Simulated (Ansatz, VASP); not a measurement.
**One calculation of Fe, two programs**

```xyz
1
Lattice="-1.4163 1.4163 1.4163 1.4163 -1.4163 1.4163 1.4163 1.4163 -1.4163" Properties=species:S:1:pos:R:3 pbc="T T T"
Fe    0.0000    0.0000    0.0000
```

Alike in both runs: task single point; functional PBE; k mesh 9 × 9 × 9; occupations fermi-dirac, width 0.05 eV; collinear spin.

|  | VASP | Ansatz |
| --- | --- | --- |
| version | VASP 6.6.1 | Ansatz 0.2.0 |
| potentials or method | VASP PAW PBE potentials, release 64 (Fe) | plane waves (420 eV) with PAW, scalar-relativistic |
| plane-wave cutoff (eV) | 520 | 420 |
| valence electrons in the cell | 8 | 16 |

Ansatz gave:

| Property | Result |
| --- | --- |
| pressure (GPa) | -1.8 |
| net moment per atom (μB) | 2.09 |
| size of the moment on the site where the two differ most (μB) | 2.14 |

Q: What did VASP give for the same quantities?

A: Pressure (GPa): -2.0; net moment per atom (μB): 2.10; size of the moment on the site where the two differ most (μB): 2.10.

Site moments also hang on the region over which each program counts them. With one functional, cell and mesh, what is left measures potentials, basis and numerics. The two sets of potentials don't hold the same shells in valence.
